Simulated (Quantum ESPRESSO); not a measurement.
## TaN: zone-centre phonons under several settings

```xyz
2
Lattice="0.0000 2.2113 2.2113 2.2113 0.0000 2.2113 2.2113 2.2113 0.0000" Properties=species:S:1:pos:R:3 pbc="T T T"
Ta    2.2113    2.2113    2.2113
N     0.0000    0.0000    0.0000
```

The cell comes from a database or a generator and needn't be the stable form of this composition.

All runs used Quantum ESPRESSO 7.5; k mesh 7 × 7 × 7; collinear spin, ferromagnetic start; cutoff 1143 eV.

```csv
level,potentials,geometry,occupations,volume (Å³/atom),pressure (GPa),lowest optical mode without the field (cm⁻¹)
PBEsol,PseudoDojo 0.4.1 SR PBE standard,"given cell, atoms relaxed","cold, width 0.272 eV",10.81,-10.2,300
LDA,PseudoDojo 0.4.1 SR LDA standard,relaxed cell,"gaussian, width 0.272 eV",?,0.0,?
```

**Question.** What stands in the row left open?

**Answer.** Volume 10.19 Å³/atom; lowest optical mode without the field 379 cm⁻¹.

Caveats: the mesh is thin for the phonons of a metal; the potentials were made for another functional, which shifts forces and pressure (some runs); the cell is more than 3 GPa from zero pressure, which shifts response properties (some runs).

For the row left open. Caveat: the k mesh is coarse; the mesh is thin for the phonons of a metal.
